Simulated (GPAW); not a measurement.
Write an ASE script for GPAW 26.7.0 that does the following.

| Item | Value |
| --- | --- |
| Task | band structure |
| Functional | PBEsol |
| Potentials or basis | PAW data sets generated in the run's folder for this functional |
| Cutoff | 800 eV |
| Basis | pw |
| k mesh | 4 × 4 × 7 |
| Occupations | fermi-dirac, width 0.05 eV |
| Spin | no spin polarisation |
| Maxiter | 150 |
| Band path | GXMGZRAZ,XR,MA |
| Band points | 100 |

TiO2:

```xyz
6
Lattice="4.5998 0.0000 0.0000 0.0000 4.5998 0.0000 0.0000 0.0000 2.9592" Properties=species:S:1:pos:R:3 pbc="T T T"
Ti    0.0000    0.0000    1.4796
Ti    2.2999    2.2999    0.0000
O     1.3998    1.3998    1.4796
O     0.9001    3.6997    0.0000
O     3.6997    0.9001    0.0000
O     3.2000    3.2000    1.4796
```

The cell is a database's computed one.

One way to write it, as run:

run.py

```python
from ase import Atoms
from ase.dft.bandgap import bandgap
from ase.io import write
from ase.units import GPa
from gpaw import GPAW, PW, setup_paths

setup_paths.insert(0, '.')

atoms = Atoms(['Ti', 'Ti', 'O', 'O', 'O', 'O'],
              cell=[[4.5998373239, 0.0, 0.0],
                    [0.0, 4.5998373239, 0.0],
                    [0.0, 0.0, 2.95921356]],
              scaled_positions=[[0.0, 0.0, 0.5],
                                [0.5, 0.5, 0.0],
                                [0.30432132, 0.30432132, 0.5],
                                [0.19567868, 0.80432132, 0.0],
                                [0.80432132, 0.19567868, 0.0],
                                [0.69567868, 0.69567868, 0.5]],
              pbc=True)

calc = GPAW(mode=PW(800),
            xc='PBEsol',
            kpts={'size': (4, 4, 7), 'gamma': True},
            occupations={'name': 'fermi-dirac', 'width': 0.05},
            nbands=43,
            convergence={'density': 1e-05, 'energy': 1e-05},
            maxiter=150,
            txt='gpaw.txt')
atoms.calc = calc
energy = atoms.get_potential_energy()
forces = atoms.get_forces()
stress = atoms.get_stress()
calc.write('gs.gpw')
write('result.traj', atoms)
print(f'Energy: {energy:.6f} eV')
print('Forces (eV/A):')
print(forces.round(4))
print('Stress (GPa):', (stress / GPa).round(3))
print('Fermi level:', round(calc.get_fermi_level(), 4), 'eV')
print(f'Gap: {bandgap(calc)[0]:.4f} eV, direct: {bandgap(calc, direct=True)[0]:.4f} eV')

path = atoms.cell.bandpath('GXMGZRAZ,XR,MA', npoints=100, eps=1e-4)
bs_calc = calc.fixed_density(kpts=path, symmetry='off', nbands=61,
                             convergence={'bands': 'CBM+6.0', 'eigenstates': 1e-6}, txt='bands.txt')
bs = bs_calc.band_structure()
bs.write('bs.json')
print(f'Gap on the path: {bandgap(bs_calc)[0]:.4f} eV')
```

Potentials or basis: PAW data sets generated in the run's folder for this functional, pw.

Command:

```bash
$ gpaw-setup -f PBEsol O Ti
$ OMP_NUM_THREADS=1 python run.py
```

It gave:

| Property | Result |
| --- | --- |
| Pressure | -1.4 GPa |
| Largest force | 0.030 eV/Å |
| Band gap on the k mesh | 1.84 eV, direct |
| Band gap along the path | 1.84 eV, direct |

Run time: 2.9 min on 1 thread of Arm Neoverse V2, with other jobs on the host, peak memory 0.7 GiB.
